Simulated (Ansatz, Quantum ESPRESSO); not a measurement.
# Ballistic transmission: 1 layers of Mo in Au(111), on the host's sites, part 2 of 4

How well does the junction conduct in the ballistic limit? It is: 1 layers of Mo in Au(111), on the host's sites.

Quantum ESPRESSO 7.5; plane-wave DFT, PBE, JTH PAW pseudopotentials; cross-check by Ansatz 0.2.0 with PAW datasets.

So far. Step 2 (Self-consistent run): The run needed 20 iterations to bring the estimated error under 1e-07 Ry; the largest force on any atom, held or free, is 0.07 eV/Å.

## 3. Transmission with pwcond.x

Level of this step: transmission by pwcond, lead and junction from one cell; plane-wave DFT, PBE, JTH PAW pseudopotentials (Quantum ESPRESSO).

prefixt takes both regions from one run: the lead from 0 to bdl, the scattering region from bdl to bds (units of alat). ikind = 1 puts the same lead on both sides. The program's T_tot counts both spins in a run without spin; the tables below give T per spin.

Contents of cond.in:

```
&inputcond
  outdir = './out'
  prefixt = 'scf'
  tran_file = 'cond.dat'
  bdl = 2.4494897436
  bds = 12.1415721716
  ikind = 1
  ewind = 4.0
  epsproj = 1e-05
  nz1 = 7
  energy0 = 0.4
  denergy = -0.4
/
10
  0.00000000 0.00000000 0.01562500
  0.00000000 0.12500000 0.09375000
  0.00000000 0.25000000 0.09375000
  0.00000000 0.37500000 0.09375000
  0.00000000 0.50000000 0.04687500
  0.12500000 0.25000000 0.09375000
  0.12500000 0.37500000 0.18750000
  0.12500000 0.50000000 0.18750000
  0.25000000 0.50000000 0.09375000
  0.25000000 0.62500000 0.09375000
3
```

Launch:

```sh
> OMP_NUM_THREADS=1 mpirun -n 4 pwcond.x -in cond.in > cond.out
```

Log:

```text
[banner, memory and clock lines left out]
Program PWCOND v.7.5 starts

          URL

     ./out/scf.save/
     file Au.GGA_PBE-JTH.UPF: wavefunction(s)  6S 0S 6P 0P 5D 0D renormalized
     file Mo.GGA_PBE-JTH.UPF: wavefunction(s)  4S 5S 4P 0P 4D 0D renormalized

     IMPORTANT: XC functional enforced from input :
     Exchange-correlation= PBE
                           (   1   4   3   4   0   0   0)
     Any further DFT definition will be discarded
     Please, verify this is what you really want

     Reading collected, re-writing distributed wavefunctions

===== INPUT FILE containing all the regions =====

     GEOMETRY:

     lattice parameter (alat)  =       5.5721  a.u.
     the volume                =    1819.1367 (a.u.)^3
     the cross section         =      26.8887 (a.u.)^2
     l of the unit cell        =      12.1416 (alat)
     number of atoms/cell      =           15
     number of atomic types    =            2

     crystal axes: (cart. coord. in units of alat)
               a(1) = (  1.0000  0.0000  0.0000 )
               a(2) = (  0.5000  0.8660  0.0000 )
               a(3) = (  0.0000  0.0000 12.1416 )

   Cartesian axes

     site n.     atom                  positions (alat units)
          1        Au     tau(  1)=(  0.0000  0.0000 12.1416  )
          2        Au     tau(  2)=(  0.5000  0.2887  0.8165  )
          3        Au     tau(  3)=(  1.0000  0.5774  1.6330  )
          4        Au     tau(  4)=(  0.0000  0.0000  2.4495  )
          5        Au     tau(  5)=(  0.5000  0.2887  3.2660  )
          6        Au     tau(  6)=(  1.0000  0.5774  4.0825  )
          7        Mo     tau(  7)=(  0.0000  0.0000  4.8460  )
          8        Au     tau(  8)=(  0.5000  0.2887  5.6096  )
          9        Au     tau(  9)=(  1.0000  0.5774  6.4261  )
         10        Au     tau( 10)=(  0.0000  0.0000  7.2426  )
         11        Au     tau( 11)=(  0.5000  0.2887  8.0591  )
         12        Au     tau( 12)=(  1.0000  0.5774  8.8756  )
         13        Au     tau( 13)=(  0.0000  0.0000  9.6921  )
         14        Au     tau( 14)=(  0.5000  0.2887 10.5086  )
         15        Au     tau( 15)=(  1.0000  0.5774 11.3251  )

     nr1s                      =           24
     nr2s                      =           24
     nr3s                      =          300
     nr1sx                     =           24
     nr2sx                     =           24
     nr3sx                     =          300
     nr1                       =           36
     nr2                       =           36
     nr3                       =          432
     nr1x                      =           36
     nr2x                      =           36
     nr3x                      =          432

 _______________________________
  Radii of nonlocal spheres:

     type       ibeta     ang. mom.          radius (alat units)
       Au         1         0                    0.4551
       Au         2         0                    0.4551
       Au         3         1                    0.4551
       Au         4         1                    0.4551
       Au         5         2                    0.4551
       Au         6         2                    0.4551
       Mo         1         0                    0.3993
       Mo         2         0                    0.3993
       Mo         3         1                    0.3993
       Mo         4         1                    0.3993
       Mo         5         2                    0.3993
       Mo         6         2                    0.3993
----- General information -----

--- T calc. with identical leads (ikind=1) ---

     nrx                       =           24
     nry                       =           24
     nz1                       =            7

     energy0               =         4.0E-01
     denergy               =        -4.0E-01
     nenergy               =          3
     ecut2d                =         4.5E+01
     ewind                 =         4.0E+00
     epsproj               =         1.0E-05

     number of k_|| points=   10
                       cryst. coord.
        k(    1) = (   0.0000000   0.0000000), wk =   0.0156250
        k(    2) = (   0.0000000   0.1250000), wk =   0.0937500
        k(    3) = (   0.0000000   0.2500000), wk =   0.0937500
        k(    4) = (   0.0000000   0.3750000), wk =   0.0937500
        k(    5) = (   0.0000000   0.5000000), wk =   0.0468750
        k(    6) = (   0.1250000   0.2500000), wk =   0.0937500
        k(    7) = (   0.1250000   0.3750000), wk =   0.1875000
        k(    8) = (   0.1250000   0.5000000), wk =   0.1875000
        k(    9) = (   0.2500000   0.5000000), wk =   0.0937500
        k(   10) = (   0.2500000   0.6250000), wk =   0.0937500
----- Information about left/right lead -----

     nocros                   =           18
     noins                    =           36
     norb                     =           72
     norbf                    =          234
     nrz                      =           61

      iorb      type   ibeta   ang. mom.   m       position (alat)
        1        1       1        0        1   taunew(   1)=(  0.0000  0.0000  0.0000)
        2        1       2        0        1   taunew(   2)=(  0.0000  0.0000  0.0000)
        3        1       3        1        1   taunew(   3)=(  0.0000  0.0000  0.0000)
        4        1       3        1        2   taunew(   4)=(  0.0000  0.0000  0.0000)
        5        1       3        1        3   taunew(   5)=(  0.0000  0.0000  0.0000)
        6        1       4        1        1   taunew(   6)=(  0.0000  0.0000  0.0000)
        7        1       4        1        2   taunew(   7)=(  0.0000  0.0000  0.0000)
        8        1       4        1        3   taunew(   8)=(  0.0000  0.0000  0.0000)
        9        1       5        2        1   taunew(   9)=(  0.0000  0.0000  0.0000)
       10        1       5        2        2   taunew(  10)=(  0.0000  0.0000  0.0000)
       11        1       5        2        3   taunew(  11)=(  0.0000  0.0000  0.0000)
       12        1       5        2        4   taunew(  12)=(  0.0000  0.0000  0.0000)
       13        1       5        2        5   taunew(  13)=(  0.0000  0.0000  0.0000)
       14        1       6        2        1   taunew(  14)=(  0.0000  0.0000  0.0000)
       15        1       6        2        2   taunew(  15)=(  0.0000  0.0000  0.0000)
       16        1       6        2        3   taunew(  16)=(  0.0000  0.0000  0.0000)
       17        1       6        2        4   taunew(  17)=(  0.0000  0.0000  0.0000)
       18        1       6        2        5   taunew(  18)=(  0.0000  0.0000  0.0000)
       19        1       1        0        1   taunew(  19)=(  0.5000  0.2887  0.8165)
[...]
170        1       4        1        3   taunew( 170)=(  0.0000  0.0000  7.2426)
      171        1       5        2        1   taunew( 171)=(  0.0000  0.0000  7.2426)
      172        1       5        2        2   taunew( 172)=(  0.0000  0.0000  7.2426)
      173        1       5        2        3   taunew( 173)=(  0.0000  0.0000  7.2426)
      174        1       5        2        4   taunew( 174)=(  0.0000  0.0000  7.2426)
      175        1       5        2        5   taunew( 175)=(  0.0000  0.0000  7.2426)
      176        1       6        2        1   taunew( 176)=(  0.0000  0.0000  7.2426)
      177        1       6        2        2   taunew( 177)=(  0.0000  0.0000  7.2426)
      178        1       6        2        3   taunew( 178)=(  0.0000  0.0000  7.2426)
      179        1       6        2        4   taunew( 179)=(  0.0000  0.0000  7.2426)
      180        1       6        2        5   taunew( 180)=(  0.0000  0.0000  7.2426)
      181        1       1        0        1   taunew( 181)=(  0.5000  0.2887  8.0591)
      182        1       2        0        1   taunew( 182)=(  0.5000  0.2887  8.0591)
      183        1       3        1        1   taunew( 183)=(  0.5000  0.2887  8.0591)
      184        1       3        1        2   taunew( 184)=(  0.5000  0.2887  8.0591)
      185        1       3        1        3   taunew( 185)=(  0.5000  0.2887  8.0591)
      186        1       4        1        1   taunew( 186)=(  0.5000  0.2887  8.0591)
      187        1       4        1        2   taunew( 187)=(  0.5000  0.2887  8.0591)
      188        1       4        1        3   taunew( 188)=(  0.5000  0.2887  8.0591)
      189        1       5        2        1   taunew( 189)=(  0.5000  0.2887  8.0591)
      190        1       5        2        2   taunew( 190)=(  0.5000  0.2887  8.0591)
      191        1       5        2        3   taunew( 191)=(  0.5000  0.2887  8.0591)
      192        1       5        2        4   taunew( 192)=(  0.5000  0.2887  8.0591)
      193        1       5        2        5   taunew( 193)=(  0.5000  0.2887  8.0591)
      194        1       6        2        1   taunew( 194)=(  0.5000  0.2887  8.0591)
      195        1       6        2        2   taunew( 195)=(  0.5000  0.2887  8.0591)
      196        1       6        2        3   taunew( 196)=(  0.5000  0.2887  8.0591)
      197        1       6        2        4   taunew( 197)=(  0.5000  0.2887  8.0591)
      198        1       6        2        5   taunew( 198)=(  0.5000  0.2887  8.0591)
      199        1       1        0        1   taunew( 199)=(  1.0000  0.5774  8.8756)
      200        1       2        0        1   taunew( 200)=(  1.0000  0.5774  8.8756)
      201        1       3        1        1   taunew( 201)=(  1.0000  0.5774  8.8756)
      202        1       3        1        2   taunew( 202)=(  1.0000  0.5774  8.8756)
      203        1       3        1        3   taunew( 203)=(  1.0000  0.5774  8.8756)
      204        1       4        1        1   taunew( 204)=(  1.0000  0.5774  8.8756)
      205        1       4        1        2   taunew( 205)=(  1.0000  0.5774  8.8756)
      206        1       4        1        3   taunew( 206)=(  1.0000  0.5774  8.8756)
      207        1       5        2        1   taunew( 207)=(  1.0000  0.5774  8.8756)
      208        1       5        2        2   taunew( 208)=(  1.0000  0.5774  8.8756)
      209        1       5        2        3   taunew( 209)=(  1.0000  0.5774  8.8756)
      210        1       5        2        4   taunew( 210)=(  1.0000  0.5774  8.8756)
      211        1       5        2        5   taunew( 211)=(  1.0000  0.5774  8.8756)
      212        1       6        2        1   taunew( 212)=(  1.0000  0.5774  8.8756)
      213        1       6        2        2   taunew( 213)=(  1.0000  0.5774  8.8756)
      214        1       6        2        3   taunew( 214)=(  1.0000  0.5774  8.8756)
      215        1       6        2        4   taunew( 215)=(  1.0000  0.5774  8.8756)
      216        1       6        2        5   taunew( 216)=(  1.0000  0.5774  8.8756)
      217        1       1        0        1   taunew( 217)=(  0.0000  0.0000  9.6921)
      218        1       2        0        1   taunew( 218)=(  0.0000  0.0000  9.6921)
      219        1       3        1        1   taunew( 219)=(  0.0000  0.0000  9.6921)
      220        1       3        1        2   taunew( 220)=(  0.0000  0.0000  9.6921)
      221        1       3        1        3   taunew( 221)=(  0.0000  0.0000  9.6921)
      222        1       4        1        1   taunew( 222)=(  0.0000  0.0000  9.6921)
      223        1       4        1        2   taunew( 223)=(  0.0000  0.0000  9.6921)
      224        1       4        1        3   taunew( 224)=(  0.0000  0.0000  9.6921)
      225        1       5        2        1   taunew( 225)=(  0.0000  0.0000  9.6921)
      226        1       5        2        2   taunew( 226)=(  0.0000  0.0000  9.6921)
      227        1       5        2        3   taunew( 227)=(  0.0000  0.0000  9.6921)
      228        1       5        2        4   taunew( 228)=(  0.0000  0.0000  9.6921)
      229        1       5        2        5   taunew( 229)=(  0.0000  0.0000  9.6921)
      230        1       6        2        1   taunew( 230)=(  0.0000  0.0000  9.6921)
      231        1       6        2        2   taunew( 231)=(  0.0000  0.0000  9.6921)
      232        1       6        2        3   taunew( 232)=(  0.0000  0.0000  9.6921)
      233        1       6        2        4   taunew( 233)=(  0.0000  0.0000  9.6921)
      234        1       6        2        5   taunew( 234)=(  0.0000  0.0000  9.6921)
 ngper, shell number =           91          12
 ngper, n2d =           91          70
---  E-Ef =    0.4000000  k =    0.0000000   0.0000000
---  ie =          1  ik =          1
 Nchannels of the left tip =            0
 Right moving states:
   k1(2pi/a)   k2(2pi/a)   E-Ef (eV)
 Left moving states:
   k1(2pi/a)   k2(2pi/a)   E-Ef (eV)

 to transmit
          E-Ef(ev), T =    0.4000000   0.0000000
---  E-Ef =    0.0000000  k =    0.0000000   0.0000000
---  ie =          2  ik =          1
 Nchannels of the left tip =            0
 Right moving states:
   k1(2pi/a)   k2(2pi/a)   E-Ef (eV)
 Left moving states:
   k1(2pi/a)   k2(2pi/a)   E-Ef (eV)

 to transmit
          E-Ef(ev), T =    0.0000000   0.0000000
---  E-Ef =   -0.4000000  k =    0.0000000   0.0000000
---  ie =          3  ik =          1
 Nchannels of the left tip =            0
 Right moving states:
   k1(2pi/a)   k2(2pi/a)   E-Ef (eV)
 Left moving states:
   k1(2pi/a)   k2(2pi/a)   E-Ef (eV)

 to transmit
          E-Ef(ev), T =   -0.4000000   0.0000000
 ngper, shell number =           93          50
 ngper, n2d =           93          71
[... further energies and points left out ...]
---  E-Ef =    0.4000000  k =    0.2500000   0.6250000
---  ie =          1  ik =         10
 Nchannels of the left tip =            0
 Right moving states:
   k1(2pi/a)   k2(2pi/a)   E-Ef (eV)
 Left moving states:
   k1(2pi/a)   k2(2pi/a)   E-Ef (eV)

 to transmit
          E-Ef(ev), T =    0.4000000   0.0000000
---  E-Ef =    0.0000000  k =    0.2500000   0.6250000
---  ie =          2  ik =         10
 Nchannels of the left tip =            0
 Right moving states:
   k1(2pi/a)   k2(2pi/a)   E-Ef (eV)
 Left moving states:
   k1(2pi/a)   k2(2pi/a)   E-Ef (eV)

 to transmit
          E-Ef(ev), T =    0.0000000   0.0000000
---  E-Ef =   -0.4000000  k =    0.2500000   0.6250000
---  ie =          3  ik =         10
 Nchannels of the left tip =            0
 Right moving states:
   k1(2pi/a)   k2(2pi/a)   E-Ef (eV)
 Left moving states:
   k1(2pi/a)   k2(2pi/a)   E-Ef (eV)

 to transmit
          E-Ef(ev), T =   -0.4000000   0.0000000
   T_tot     0.40000      0.11024E+01
   T_tot     0.00000      0.13536E+01
   T_tot    -0.40000      0.74747E+00

Note: The following floating-point exceptions are signalling: IEEE_UNDERFLOW_FLAG
Note: The following floating-point exceptions are signalling: IEEE_UNDERFLOW_FLAG
Note: The following floating-point exceptions are signalling: IEEE_UNDERFLOW_FLAG
Note: The following floating-point exceptions are signalling: IEEE_UNDERFLOW_FLAG
```

Run time: 49 s. Hardware: 4 MPI ranks of Arm Neoverse V2, shared host; peak memory 0.3 GiB; 3.2 min of CPU time.

This step gave:

* lead channels at the Fermi level, one spin: 0.8906
* transmission at the Fermi level, one spin: 0.6768
* conductance: 0.6768 G₀

Per spin; mean over the k mesh across the current. Open channels, zone mean against energy, zero at the Fermi level:

| energy (eV) | open channels, zone mean |
| --- | --- |
| -0.400 | 0.609 |
| 0.000 | 0.891 |
| 0.400 | 0.891 |

Per spin; mean over the k mesh across the current. Table of transmission, zone mean by energy, zero at the Fermi level:

| energy (eV) | transmission, zone mean |
| --- | --- |
| -0.400 | 0.374 |
| 0.000 | 0.677 |
| 0.400 | 0.551 |

At 0.000 eV; k in fractions of b1, b2. Transmission by k point:

| k1 | k2 | weight | t | channels |
| --- | --- | --- | --- | --- |
| 0 | 0 | 0.01562 | 0 | 0 |
| 0 | 0.125 | 0.09375 | 0.09749 | 1 |
| 0 | 0.25 | 0.09375 | 0.8411 | 1 |
| 0 | 0.375 | 0.09375 | 0.8946 | 1 |
| 0 | 0.5 | 0.04688 | 0.8035 | 1 |
| 0.125 | 0.25 | 0.09375 | 0.1608 | 1 |
| 0.125 | 0.375 | 0.1875 | 0.9173 | 1 |
| 0.125 | 0.5 | 0.1875 | 0.9944 | 1 |
| 0.25 | 0.5 | 0.09375 | 0.9998 | 1 |
| 0.25 | 0.625 | 0.09375 | 0 | 0 |

The program's own clock; routines nest. Time by routine:

| routine | wall time (s) | calls |
| --- | --- | --- |
| PWCOND | 48.09 | 1 |
| scatter_forw | 40.29 | 60 |
| local | 2.96 | 10 |
| compbs | 2.39 | 30 |
| compbs_2 | 1.98 | 30 |
| init | 1.49 | 1 |
| poten | 0.06 | 1 |

The run is unpolarised; a magnetic state was not tried, may lie lower and would change T.

At no point does T exceed the number of channels.

(Continued in part 3 of 4.)

[Logs are printed without paths, hosts, clocks, repeated set-up lines and the standing remarks that a program may print on its own settings, such as how far it seeks lower states.]

[Hosts, paths, dates, database ids (printed as entryN), source tags and the programs' standing remarks are cut or masked in the printed files.]

[Maps of the electrostatic potential energy from Ansatz leave out the sawtooth potential of an applied field or a dipole correction, so their vacuum need not be flat; planar profiles and work functions include it.]
